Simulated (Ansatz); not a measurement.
# In2O3: the cost of one run

The runs shown are made with Ansatz 0.2.0. PAW datasets, plane waves. Calculated at 0 K for a non-magnetic cell.

## 1. The cell

The unstrained cell was relaxed with r2SCAN; in each strained cell the atoms were relaxed again with r2SCAN. Names of k-points are those of the unstrained zone, where strain can split equivalent points. First state: no strain.

Space group R-3c (No. 167), trigonal; conventional cell a = 5.508 Å, c = 14.563 Å, 12.75 Å³ an atom. In has 6 O at 2.13–2.26 Å; O has 4 In at 2.13–2.26 Å.

As a file:

```
In O
1.0
     2.75382    1.58992    4.85434
    -2.75382    1.58992    4.85434
     0.00000   -3.17984    4.85434
In O
4 6
Cartesian
  0.0000 0.0000 12.4811
  0.0000 0.0000 5.1996
  0.0000 0.0000 2.0819
  0.0000 0.0000 9.3634
  1.1202 -1.5899 6.0679
  -1.9370 -0.1751 6.0679
  -1.1202 1.5899 8.4951
  -0.8168 -1.7651 8.4951
  1.9370 0.1751 8.4951
  0.8168 1.7651 6.0679
```

## 2. No strain: PBE

input.yaml reads:

```yaml
crystal:
  lattice:
    - [2.7538210395, 1.5899193185, 4.8543401699]
    - [-2.7538210395, 1.5899193185, 4.8543401699]
    - [0.0, -3.179838637, 4.8543401699]
  atoms:
    - { symbol: In, position: [0.8570396725, 0.8570396725, 0.8570396725] }
    - { symbol: In, position: [0.3570396725, 0.3570396725, 0.3570396725] }
    - { symbol: In, position: [0.1429603275, 0.1429603275, 0.1429603275] }
    - { symbol: In, position: [0.6429603275, 0.6429603275, 0.6429603275] }
    - { symbol: O, position: [0.4533861654, 0.0466138346, 0.75] }
    - { symbol: O, position: [0.0466138346, 0.75, 0.4533861654] }
    - { symbol: O, position: [0.5466138346, 0.9533861654, 0.25] }
    - { symbol: O, position: [0.25, 0.5466138346, 0.9533861654] }
    - { symbol: O, position: [0.9533861654, 0.25, 0.5466138346] }
    - { symbol: O, position: [0.75, 0.4533861654, 0.0466138346] }
kpoints:
  mp_grid: { grid: [6, 6, 6] }
  band_path:
    path:
      - [0.0, 0.0, 0.0]
      - [0.5, 0.5, 0.5]
      - [0.7618181098, 0.2381818902, 0.5]
      - [0.5, -0.2381818902, 0.2381818902]
      - [0.5, 0.0, 0.0]
      - [0.3690909451, -0.3690909451, 0.0]
      - [0.6309090549, 0.0, 0.3690909451]
      - [0.5, 0.0, 0.5]
      - [0.0, 0.192708, -0.197917]
    npoints: 1
hamiltonian:
  xc: pbe
scf:
  occupations: { method: fermi_dirac, width: 0.02 }
  n_extra_bands: 6
output:
  forces: true
  stress: true
  eigenvalues: true
```

Run with:

```bash
> ansatz run input.yaml --threads 2 --pin off --max-ram 29491MiB --backend cpu --events-out ev --progress --plain --runs-dir out
```

What time and memory should one allow on 2 threads of AMD EPYC 7R13 (Zen 3), shared host?

About 5.5 s, with a peak of 0.52 GiB.
